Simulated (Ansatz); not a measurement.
**CuI (Marshite) under changes of volume**

One of the cells (27.859 Å³/atom); the others are scaled copies at fixed shape and fractional positions:

```
I Cu
1.0
     0.00000    3.03150    3.03150
     3.03150    0.00000    3.03150
     3.03150    3.03150    0.00000
I Cu
1 1
Direct
  0.00000 0.00000 0.00000
  0.75000 0.75000 0.75000
```

| Property | Result |
| --- | --- |
| Program | Ansatz 0.2.0 |
| Functional | PBEsol |
| Potentials or basis | all-electron LAPW, scalar-relativistic |
| Cutoff | 283 eV (chosen from the basis error) |
| Basis error allowed | 0.001 eV/atom |
| k mesh | 8 × 8 × 8 |
| Occupations | fermi-dirac, width 0.05 eV |
| Spin | no spin polarisation |

```csv
volume (Å³/atom),energy over the lowest point (meV/atom),pressure (GPa),gap on the mesh (eV)
26.188,0.00,0.0,1.17
26.745,1.70,-1.0,1.12
27.302,6.61,-1.8,1.06
27.859,?,?,?
28.417,24.50,-3.2,0.96
28.974,36.81,-3.8,0.91
29.531,50.99,-4.3,0.87
```

What does the run at 27.859 Å³/atom give?

Energy over the lowest point 14.33 meV/atom; pressure -2.6 GPa; gap on the mesh 1.01 eV.

Worked out: A Birch-Murnaghan fit of order 3 (a polynomial in V^(-2/3)) to the other rows has its minimum at 26.19 Å³/atom with B0 = V·E''(V) = 49 GPa and B' = 5.2. It gives 14.32 meV/atom at 27.859 Å³/atom, against the run's 14.33, and -dE/dV = -2.6 GPa, against -2.6. A straight line through the other rows of the gap, of slope -2.53 eV per unit of ln V (its deformation potential), gives 1.01 eV, against the run's 1.01.

Energies are extrapolated to zero smearing.

Caveats: spin-orbit coupling is left out, which moves the levels of the heavy elements.
